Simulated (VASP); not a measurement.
# HC5 in VASP: settings compared

Aim: see how the results for HC5 move with the level of theory and the settings. Levels: LDA, PBE. Tasks: relaxation of the atoms.

Everything below comes from runs of VASP 6.6.1. Logs are shortened: lines on timing, memory, paths and dates and some standing lists are left out, and cuts for length are marked.

## 1. The slab as given

The cell holds a slab with vacuum, 24 atoms: a = 2.522 Å, b = 5.044 Å, c = 24.036 Å, α = 90.00°, β = 90.00°, γ = 90.00°.

## 2. Relaxation of the atoms, LDA

Input file INCAR:

```
PREC = Accurate ; ENCUT = 420
EDIFF = 1E-6 ; ISMEAR = 0
SIGMA = 0.05 ; LREAL = False
LASPH = True ; NELM = 60
ALGO = Normal ; ISIF = 2
LWAVE = False ; LCHARG = False
GGA = CA ; IBRION = 2
NSW = 40 ; EDIFFG = -0.005
```

Input file KPOINTS:

```
Automatic mesh
0
Gamma
  8 4 1
```

Input file POSCAR:

```
HC5
1.0
    2.5222498885      0.0000000000      0.0000000000
    0.0000000000      5.0444997770      0.0000000000
    0.0000000000      0.0000000000     24.0355500068
C H
20 4
Direct
    0.0000000000      0.0904202526      0.6669558216
    0.0000000000      0.4095797474      0.6669558216
    0.5000000000      0.0000000000      0.6298545279
    0.5000000000      0.5000000000      0.6298545279
    0.5000000000      0.2500000000      0.5927532342
    0.5000000000      0.7500000000      0.5927532342
    0.0000000000      0.2500000000      0.5556519405
    0.0000000000      0.7500000000      0.5556519405
    0.0000000000      0.5000000000      0.5185506468
    0.0000000000      0.0000000000      0.5185506468
    0.5000000000      0.5000000000      0.4814493532
    0.5000000000      0.0000000000      0.4814493532
    0.5000000000      0.7500000000      0.4443480595
    0.5000000000      0.2500000000      0.4443480595
    0.0000000000      0.7500000000      0.4072467658
    0.0000000000      0.2500000000      0.4072467658
    0.0000000000      0.0000000000      0.3701454721
    0.0000000000      0.5000000000      0.3701454721
    0.5000000000      0.0904202526      0.3330441784
    0.5000000000      0.4095797474      0.3330441784
    0.0000000000      0.0017275522      0.7087647257
    0.0000000000      0.4982724478      0.7087647257
    0.5000000000      0.0017275522      0.2912352743
    0.5000000000      0.4982724478      0.2912352743
```

Potentials or basis: VASP PAW LDA potentials, release 64 (C, H).

Run with:

```sh
cat potpaw_LDA.64/C/POTCAR potpaw_LDA.64/H/POTCAR > POTCAR
mpirun -np 1 vasp_std > vasp.out
```

OUTCAR:

```text
PREC = Accurate
   ENCUT = 420
   EDIFF = 1E-6
   ISMEAR = 0
   LREAL = False
   LASPH = True
   NELM = 60
   ISIF = 2
   GGA = CA
   IBRION = 2
   NSW = 40
   EDIFFG = -0.005

 ion  position               nearest neighbor table
   1  0.000  0.090  0.667-  21 1.10   2 1.61   3 1.61   3 1.61
   2  0.000  0.410  0.667-  22 1.10   1 1.61   4 1.61   4 1.61
   3  0.500  0.000  0.630-   5 1.54   6 1.54   1 1.61   1 1.61
   4  0.500  0.500  0.630-   5 1.54   6 1.54   2 1.61   2 1.61
   5  0.500  0.250  0.593-   3 1.54   4 1.54   7 1.54   7 1.54
   6  0.500  0.750  0.593-   3 1.54   4 1.54   8 1.54   8 1.54
[... 12 lines left out ...]
  19  0.500  0.090  0.333-  23 1.10  20 1.61  17 1.61  17 1.61
  20  0.500  0.410  0.333-  24 1.10  19 1.61  18 1.61  18 1.61
  21  0.000  0.002  0.709-   1 1.10
  22  0.000  0.498  0.709-   2 1.10
  23  0.500  0.002  0.291-  19 1.10
  24  0.500  0.498  0.291-  20 1.10

  LATTYP: Found a simple orthorhombic cell.
 ALAT       =     2.5222498885
 B/A-ratio  =     2.0000000000
 C/A-ratio  =     9.5294086904

  Lattice vectors:

 A1 = (   2.5222498885,   0.0000000000,   0.0000000000)
 A2 = (   0.0000000000,   5.0444997770,   0.0000000000)
 A3 = (   0.0000000000,   0.0000000000,  24.0355500068)

Analysis of symmetry for initial positions (statically):
=====================================================================
 Subroutine PRICEL returns:
 Original cell was already a primitive cell.

 Routine SETGRP: Setting up the symmetry group for a
 simple orthorhombic supercell.

 Subroutine GETGRP returns: Found  8 space group operations
 (whereof  2 operations were pure point group operations)
 out of a pool of  8 trial point group operations.

The static configuration has the point symmetry C_1h.
 The point group associated with its full space group is D_2h.

Analysis of symmetry for dynamics (positions and initial velocities):
=====================================================================
 Subroutine PRICEL returns:
 Original cell was already a primitive cell.

 Routine SETGRP: Setting up the symmetry group for a
 simple orthorhombic supercell.

 Subroutine GETGRP returns: Found  8 space group operations
 (whereof  2 operations were pure point group operations)
 out of a pool of  8 trial point group operations.

The dynamic configuration has the point symmetry C_1h.
 The point group associated with its full space group is D_2h.

 Subroutine INISYM returns: Found  8 space group operations
 (whereof  2 operations are pure point group operations),
[... 154 lines left out ...]
   LORBIT       =      0    0 simple, 1 ext, 2 COOP (PROOUT), +10 PAW based schemes
   GGA     = CA    functional components
   LHFCALC =     F    Hartree Fock is set to
   AEXX    =    0.0000 exact exchange contribution
   IVDW    =     0    specifies the selected vdW correction
   LEPSILON=     F    determine dielectric tensor
   LRPA    =     F    only Hartree local field effects (RPA)
 conjugate gradient relaxation of ions
 non-spin polarized calculation
 Gauss-broadening in eV      SIGMA  =   0.05
  energy-cutoff  :      420.00
  volume of cell :      305.82
 maximum number of plane-waves:      6016
 NGX is ok and might be reduce to    18
   NGX =  9   NGY = 17   NGZ = 81

--------------------------------------- Ionic step        1  -------------------------------------------

 number of electron      84.0000002 magnetization

 Free energy of the ion-electron system (eV)
  ---------------------------------------------------
  ext. energy  EPLUGINS =         0.00000000
  ---------------------------------------------------
  free energy    TOTEN  =      -213.90349199 eV

  energy without entropy =     -213.90349199  energy(sigma->0) =     -213.90349199

------------------------ aborting loop because EDIFF is reached ----------------------------------------

  FORCE on cell =-STRESS in cart. coord.  units (eV):
  Direction    XX          YY          ZZ          XY          YZ          ZX
  --------------------------------------------------------------------------------------
  -------------------------------------------------------------------------------------
  Total       -8.2190949    -25.2008062    -14.4775893      0.0000000      0.0000000      0.0000000
  in kB      -43.0600267   -132.0276017    -75.8484223      0.0000000      0.0000000      0.0000000
  external PRESSURE =     -83.6453502 kB  Pullay stress =       0.0000000 kB
[... 155 lines left out ...]
  FREE ENERGIE OF THE ION-ELECTRON SYSTEM (eV)
  ---------------------------------------------------
  free  energy   TOTEN  =      -215.2041315950 eV

  energy  without entropy=     -215.2041315950  energy(sigma->0) =     -215.20413159

[... ionic steps 4 to 25 ...]

--------------------------------------- Ionic step       26  -------------------------------------------

 number of electron      83.9999998 magnetization

------------------------ aborting loop because EDIFF is reached ----------------------------------------
[... 111 lines left out ...]
--------------------------------------- Ionic step       28  -------------------------------------------

 number of electron      83.9999998 magnetization

 Free energy of the ion-electron system (eV)
  ---------------------------------------------------
  ext. energy  EPLUGINS =         0.00000000
  ---------------------------------------------------
  free energy    TOTEN  =      -215.62835797 eV

  energy without entropy =     -215.62835797  energy(sigma->0) =     -215.62835797

 E-fermi :   1.1191     XC(G=0):  -6.1846

 val. band max:        0.9013448308   @ k =   0.0000   0.0000   0.0000
 cond. band min:       4.1499325584   @ k =   0.0000   0.0000   0.0000
 fundamental gap:      3.2485877275
 Fermi energy:         1.1190899904

 k-point     1 :       0.0000    0.0000    0.0000
  band No.  band energies     occupation
      1     -19.7228      2.00000
      2     -18.9492      2.00000
      3     -17.6119      2.00000
      4     -15.7157      2.00000
      5     -15.1606      2.00000
      6     -15.1375      2.00000
[... 844 lines left out ...]
     53       9.1929      0.00000
     54       9.1929      0.00000
 [bands above 54 left out]

------------------------ aborting loop because EDIFF is reached ----------------------------------------

  FORCE on cell =-STRESS in cart. coord.  units (eV):
  Direction    XX          YY          ZZ          XY          YZ          ZX
  --------------------------------------------------------------------------------------
  -------------------------------------------------------------------------------------
  Total       -7.8829922    -16.6859356     -1.7335545      0.0000000      0.0000000      0.0000000
  in kB      -41.2991770    -87.4179990     -9.0821319      0.0000000      0.0000000      0.0000000
  external PRESSURE =     -45.9331026 kB  Pullay stress =       0.0000000 kB
[... 39 lines left out ...]
  FREE ENERGIE OF THE ION-ELECTRON SYSTEM (eV)
  ---------------------------------------------------
  free  energy   TOTEN  =      -215.6283579674 eV

  energy  without entropy=     -215.6283579674  energy(sigma->0) =     -215.62835797

 reached required accuracy - stopping structural energy minimisation
```

OSZICAR:

```text
N       E                     dE             d eps       ncg     rms          rms(c)
DAV:   1     0.498470473487E+03    0.49847E+03   -0.35884E+04  1674   0.114E+03
DAV:   2    -0.167305683780E+03   -0.66578E+03   -0.64197E+03  2281   0.293E+02
DAV:   3    -0.222632235783E+03   -0.55327E+02   -0.54960E+02  1966   0.882E+01
[... 250 lines left out ...]
DAV:   3    -0.215628354000E+03    0.30683E-06   -0.14183E-06  1358   0.621E-03
  27 F= -.21562835E+03 E0= -.21562835E+03  d E =-.287377E-04
       N       E                     dE             d eps       ncg     rms          rms(c)
DAV:   1    -0.215628357410E+03   -0.31033E-05   -0.70840E-04  1778   0.127E-01    0.541E-03
DAV:   2    -0.215628358049E+03   -0.63913E-06   -0.11302E-05  1982   0.147E-02    0.361E-03
DAV:   3    -0.215628357967E+03    0.81731E-07   -0.59066E-07  1252   0.391E-03
  28 F= -.21562836E+03 E0= -.21562836E+03  d E =-.396753E-05
```

CONTCAR:

```text
HC5
   1.00000000000000
     2.5222498885000002    0.0000000000000000    0.0000000000000000
     0.0000000000000000    5.0444997770000004    0.0000000000000000
     0.0000000000000000    0.0000000000000000   24.0355500068000012
  C               H
    20     4
Direct
     0.0000000000000000    0.0905632871466047    0.6620367381105574
     1.0000000000000000    0.4094367128533952    0.6620367381105574
     0.5000000000000000    0.0184963244915227    0.6288031067239586
     0.5000000000000000    0.4815036755084773    0.6288031067239586
     0.5000000000000000    0.2500000000000000    0.5875424217544560
     0.5000000000000000    0.7500000000000000    0.5959114234757157
[... 16 lines left out ...]
     0.5000000000000000    0.0042502747539613    0.2956283493394743
     0.5000000000000000    0.4957497252460388    0.2956283493394743

  0.00000000E+00  0.00000000E+00  0.00000000E+00
  0.00000000E+00  0.00000000E+00  0.00000000E+00
  0.00000000E+00  0.00000000E+00  0.00000000E+00
  0.00000000E+00  0.00000000E+00  0.00000000E+00
  0.00000000E+00  0.00000000E+00  0.00000000E+00
  0.00000000E+00  0.00000000E+00  0.00000000E+00
[... 16 lines left out ...]
  0.00000000E+00  0.00000000E+00  0.00000000E+00
  0.00000000E+00  0.00000000E+00  0.00000000E+00
```

Wall time 37 min (1 thread of Intel Xeon Platinum 8488C (Sapphire Rapids), shared host); peak memory 0.31 GiB.

What came out:

| Property | Result |
| --- | --- |
| Free energy | -215.6284 eV |
| Energy gained by relaxing | 71.9 meV/atom |
| Ionic steps | 28 |
| Band gap on the k mesh | 3.25 eV, direct |

Forces on the atoms (eV/Å):
```
C    0.000 -0.001  0.003
C    0.000  0.001  0.003
C    0.000  0.000 -0.003
C    0.000  0.000 -0.003
C    0.000  0.000 -0.002
C    0.000  0.000 -0.001
C    0.000  0.000 -0.001
C    0.000  0.000  0.000
C    0.000  0.001  0.001
C    0.000 -0.001  0.001
C    0.000  0.001 -0.001
C    0.000 -0.001 -0.001
C    0.000  0.000  0.000
C    0.000  0.000  0.001
C    0.000  0.000  0.001
C    0.000  0.000  0.002
C    0.000  0.000  0.003
C    0.000  0.000  0.003
C    0.000 -0.001 -0.003
C    0.000  0.001 -0.003
H    0.000  0.001 -0.001
H    0.000 -0.001 -0.001
H    0.000  0.001  0.001
H    0.000 -0.001  0.001
```

The path:
```
step  energy change (eV)  largest force (eV/Å)  pressure (GPa)
   1              0.0000                4.5491           -8.36
   2              1.5234                7.2293           -4.26
   3             -1.3006                1.2515           -7.70
   4             -1.5294                1.3508           -7.04
   5             -1.5342                1.1518           -7.13
   6             -1.6104                0.6309           -6.73
   7             -1.6399                0.3362           -6.90
   8             -1.6640                0.2914           -6.43
   9             -1.6642                0.2696           -6.47
  10             -1.6860                0.2579           -6.00
  11             -1.6967                0.5556           -5.35
  12             -1.7065                0.4198           -5.19
  13             -1.7219                0.1513           -4.69
  14             -1.7224                0.1065           -4.58
  15             -1.7236                0.0488           -4.58
  16             -1.7239                0.0402           -4.58
  17             -1.7239                0.0406           -4.58
  18             -1.7241                0.0348           -4.58
  19             -1.7242                0.0338           -4.58
  20             -1.7244                0.0295           -4.59
  21             -1.7245                0.0338           -4.59
  22             -1.7246                0.0283           -4.59
  23             -1.7248                0.0215           -4.60
  24             -1.7248                0.0133           -4.60
  25             -1.7248                0.0109           -4.59
  26             -1.7249                0.0072           -4.59
  27             -1.7249                0.0073           -4.59
  28             -1.7249                0.0030           -4.59
```

Final structure:
```
CELL_PARAMETERS angstrom
2.52225 0.00000 0.00000
0.00000 5.04450 0.00000
0.00000 0.00000 24.03555
ATOMIC_POSITIONS crystal
C 0.00000 0.09056 0.66204
C 0.00000 0.40944 0.66204
C 0.50000 0.01850 0.62880
C 0.50000 0.48150 0.62880
C 0.50000 0.25000 0.58754
C 0.50000 0.75000 0.59591
C 0.00000 0.25000 0.55238
C 0.00000 0.75000 0.55779
C 0.00000 0.50649 0.51835
C 0.00000 0.99351 0.51835
C 0.50000 0.50649 0.48165
C 0.50000 0.99351 0.48165
C 0.50000 0.75000 0.44221
C 0.50000 0.25000 0.44762
C 0.00000 0.75000 0.40409
C 0.00000 0.25000 0.41246
C 0.00000 0.01850 0.37120
C 0.00000 0.48150 0.37120
C 0.50000 0.09056 0.33796
C 0.50000 0.40944 0.33796
H 0.00000 0.00425 0.70437
H 0.00000 0.49575 0.70437
H 0.50000 0.00425 0.29563
H 0.50000 0.49575 0.29563
```

Caveat: the cutoff is under 1.25 times the usual one of these potentials, so pressure, stress and relaxed cells hold a basis-set (Pulay) error. As with any semilocal functional, this LDA gap is likely too small.

## 3. Relaxation of the atoms, PBE

Input file INCAR:

```
SYSTEM = HC5
PREC = Accurate
ENCUT = 420
EDIFF = 1E-7
ISMEAR = 0
SIGMA = 0.05
LREAL = .False.
LASPH = .True.
NELM = 100
ALGO = Fast
ISIF = 2
LWAVE = .False.
LCHARG = .False.
GGA = PE
IBRION = 2
NSW = 60
EDIFFG = -0.01
```

Input file KPOINTS:

```
regular mesh
0
Gamma
  8 4 1
  0 0 0
```

POSCAR is that of step 2.

Potentials or basis: VASP PAW PBE potentials, release 64 (C, H).

Run with:

```sh
cat potpaw_PBE.64/C/POTCAR potpaw_PBE.64/H/POTCAR > POTCAR
mpirun -np 1 vasp_std > vasp.out
```

It took 74 min on 1 thread of Intel Xeon Platinum 8375C at 2.90GHz (Ice Lake), shared host; peak memory 0.41 GiB.

Results (log left out):

| Quantity | Value |
| --- | --- |
| Free energy | -195.4383 eV |
| Energy gained by relaxing | 64.5 meV/atom |
| Ionic steps | 25 |
| Largest force after relaxing | 0.006 eV/Å |
| Band gap on the k mesh | 3.26 eV, direct |

Forces on the atoms (eV/Å):
```
C    0.000 -0.003  0.000
C    0.000  0.003  0.000
C    0.000 -0.006 -0.001
C    0.000  0.006 -0.001
C    0.000  0.000  0.004
C    0.000  0.000 -0.004
C    0.000  0.000  0.004
C    0.000  0.000 -0.004
C    0.000 -0.001 -0.001
C    0.000  0.001 -0.001
C    0.000 -0.001  0.001
C    0.000  0.001  0.001
C    0.000  0.000  0.004
C    0.000  0.000 -0.004
C    0.000  0.000  0.004
C    0.000  0.000 -0.004
C    0.000 -0.006  0.001
C    0.000  0.006  0.001
C    0.000 -0.003  0.000
C    0.000  0.003  0.000
H    0.000 -0.004  0.000
H    0.000  0.004  0.000
H    0.000 -0.004  0.000
H    0.000  0.004  0.000
```

The path:
```
step  energy change (eV)  largest force (eV/Å)  pressure (GPa)
   1              0.0000                4.5335           -3.61
   2              1.3959                6.9820            0.10
   3             -1.2382                1.3301           -3.01
   4             -1.4444                1.1423           -2.63
   5             -1.4480                0.9883           -2.69
   6             -1.4806                0.8335           -2.65
   7             -1.5251                0.2758           -2.70
   8             -1.5323                0.2239           -2.46
   9             -1.5348                0.1077           -2.54
  10             -1.5376                0.1472           -2.40
  11             -1.5378                0.2139           -2.33
  12             -1.5394                0.1800           -2.27
  13             -1.5430                0.1166           -2.08
  14             -1.5450                0.1283           -1.71
  15             -1.5464                0.0545           -1.57
  16             -1.5465                0.0546           -1.58
  17             -1.5468                0.0214           -1.59
  18             -1.5468                0.0243           -1.59
  19             -1.5469                0.0155           -1.61
  20             -1.5469                0.0172           -1.61
  21             -1.5470                0.0128           -1.62
  22             -1.5470                0.0198           -1.63
  23             -1.5470                0.0124           -1.64
  24             -1.5470                0.0111           -1.64
  25             -1.5471                0.0057           -1.65
```

Final structure:
```
CELL_PARAMETERS angstrom
2.52225 0.00000 0.00000
0.00000 5.04450 0.00000
0.00000 0.00000 24.03555
ATOMIC_POSITIONS crystal
C 0.00000 0.08948 0.66425
C 0.00000 0.41052 0.66425
C 0.50000 0.01794 0.63051
C 0.50000 0.48206 0.63051
C 0.50000 0.25000 0.58888
C 0.50000 0.75000 0.59703
C 0.00000 0.25000 0.55320
C 0.00000 0.75000 0.55844
C 0.00000 0.50619 0.51859
C 0.00000 0.99381 0.51859
C 0.50000 0.50619 0.48141
C 0.50000 0.99381 0.48141
C 0.50000 0.75000 0.44156
C 0.50000 0.25000 0.44680
C 0.00000 0.75000 0.40297
C 0.00000 0.25000 0.41112
C 0.00000 0.01794 0.36949
C 0.00000 0.48206 0.36949
C 0.50000 0.08948 0.33575
C 0.50000 0.41052 0.33575
H 0.00000 0.00414 0.70643
H 0.00000 0.49586 0.70643
H 0.50000 0.00414 0.29357
H 0.50000 0.49586 0.29357
```

Levels at points of the mesh, in eV from the valence-band top:
| k point | band 39 | band 40 | band 41 | band 42 | band 43 | band 44 | band 45 | band 46 |
| --- | --- | --- | --- | --- | --- | --- | --- | --- |
| (0.00, 0.00, 0.00) | -1.40 | -0.35 | -0.12 | 0.00 | 3.26 | 3.30 | 4.39 | 5.04 |
| (0.50, 0.00, 0.00) | -2.12 | -2.12 | -1.91 | -1.91 | 6.13 | 6.13 | 6.51 | 6.51 |
| (0.00, 0.50, 0.00) | -0.96 | -0.78 | -0.51 | -0.12 | 4.42 | 4.46 | 4.70 | 4.74 |
| (0.50, 0.50, 0.00) | -3.96 | -3.96 | -3.67 | -3.67 | 6.03 | 6.03 | 6.62 | 6.62 |

Caveat: the cutoff is under 1.25 times the usual one of these potentials, so pressure, stress and relaxed cells hold a basis-set (Pulay) error.
